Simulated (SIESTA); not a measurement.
MgS under changes of volume

One of the cells (22.670 Å³/atom); the others are scaled copies at fixed shape and fractional positions:

```
CELL_PARAMETERS angstrom
4.03462 0.00000 0.00000
-2.01731 3.49409 0.00000
0.00000 0.00000 6.43229
ATOMIC_POSITIONS crystal
S 0.66667 0.33333 0.87924
S 0.33333 0.66667 0.37924
Mg 0.33333 0.66667 0.99575
Mg 0.66667 0.33333 0.49575
```

The cell comes from a database or a generator and needn't be the stable form of this composition.

```yaml
Program: SIESTA 5.4.2
Functional: PBEsol
Potentials_or_basis: PseudoDojo 0.4 standard (PBEsol files)
Basis: DZP (energy shift 0.003 Ry; two zetas on semicore shells)
Grid_cutoff: 800 Ry
Energy_shift: 0.003 Ry
k_mesh: 8 × 8 × 4
Occupations: fermi-dirac, width 0.05 eV
Spin: no spin polarisation
```

```csv
volume (Å³/atom),energy over the lowest point (meV/atom),pressure (GPa),gap on the mesh (eV),largest force (eV/Å)
21.309,31.05,5.6,3.56,0.035
21.763,17.35,4.1,3.46,0.038
22.216,7.88,2.7,3.35,0.041
22.670,2.20,1.4,3.26,0.043
23.123,0.00,0.2,3.16,0.044
23.576,1.13,-0.8,3.07,0.047
24.030,?,?,?,?
```

Question: What does the run at 24.030 Å³/atom give?

Answer: Energy over the lowest point 4.90 meV/atom; pressure -1.8 GPa; gap on the mesh 2.98 eV; largest force 0.049 eV/Å.

Worked out: A Birch-Murnaghan fit of order 3 (a polynomial in V^(-2/3)) to the other rows has its minimum at 23.19 Å³/atom with B0 = V·E''(V) = 58 GPa and B' = 3.1 at fixed shape and positions, which overstates the stiffness. It gives 5.22 meV/atom at 24.030 Å³/atom, against the run's 4.90, and -dE/dV = -2.0 GPa, against -1.8. A straight line through the other rows of the gap, of slope -4.86 eV per unit of ln V (its deformation potential), extrapolates to 2.97 eV, against the run's 2.98.

Energies are extrapolated to zero smearing.

Caveats: the basis of atomic orbitals isn't converged, which shifts pressures, moduli and gaps.

A mesh can miss the band edges.
